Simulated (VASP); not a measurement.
The system is Se.

```
CELL_PARAMETERS angstrom
4.36620 0.00000 0.00000
-2.18310 3.78124 0.00000
0.00000 0.00000 4.95360
ATOMIC_POSITIONS crystal
Se 0.22540 0.00000 0.33333
Se 0.00000 0.22540 0.66667
Se 0.77460 0.77460 0.00000
```

| Quantity | Value |
| --- | --- |
| Program | VASP 6.6.1 |
| Task | relaxation of cell and atoms |
| Functional | rev-vdW-DF2 |
| Potentials or basis | VASP PAW PBE potentials, release 64 (Se) |
| Cutoff | 600 eV |
| k mesh | 9 × 9 × 6 |
| Occupations | gaussian, width 0.03 eV |
| Spin | no spin polarisation |

At the start: pressure 2.0 GPa; volume 27.26 Å³/atom.

Problem. Where does the relaxation end?

Solution. Over 11 steps the energy falls by 26.8 meV/atom and the volume is 25.29 Å³/atom (-7.2 %); space group P3_121 (No. 152, to 0.05 Å).

The path:
```
step  energy change (eV)  largest force (eV/Å)  pressure (GPa)  volume (Å³)
   1              0.0000                0.6307            2.03        81.78
   2             -0.0116                0.2683           -2.53        85.93
   3             -0.0331                0.0996           -0.63        84.01
   4             -0.0415                0.0996           -0.57        83.09
   5             -0.0624                0.1085           -0.26        80.36
   6             -0.0766                0.1464            0.96        74.96
   7             -0.0791                0.0030            0.13        74.95
   8             -0.0793                0.0294            0.28        74.95
   9             -0.0798                0.0164            0.16        75.25
  10             -0.0803                0.0100           -0.10        75.87
  11             -0.0804                0.0028           -0.01        75.88
```

Final structure:
```yaml
crystal:
  lattice:
    - [4.11877, 0.00000, 0.00000]
    - [-2.05938, 3.56696, 0.00000]
    - [0.00000, 0.00000, 5.16503]
  atoms:
    - { symbol: Se, position: [0.24580, 0.00000, 0.33333] }
    - { symbol: Se, position: [0.00000, 0.24580, 0.66667] }
    - { symbol: Se, position: [0.75420, 0.75420, 0.00000] }
```

Caveat: the PAW data sets were made with another functional, which shifts forces and pressure a little.
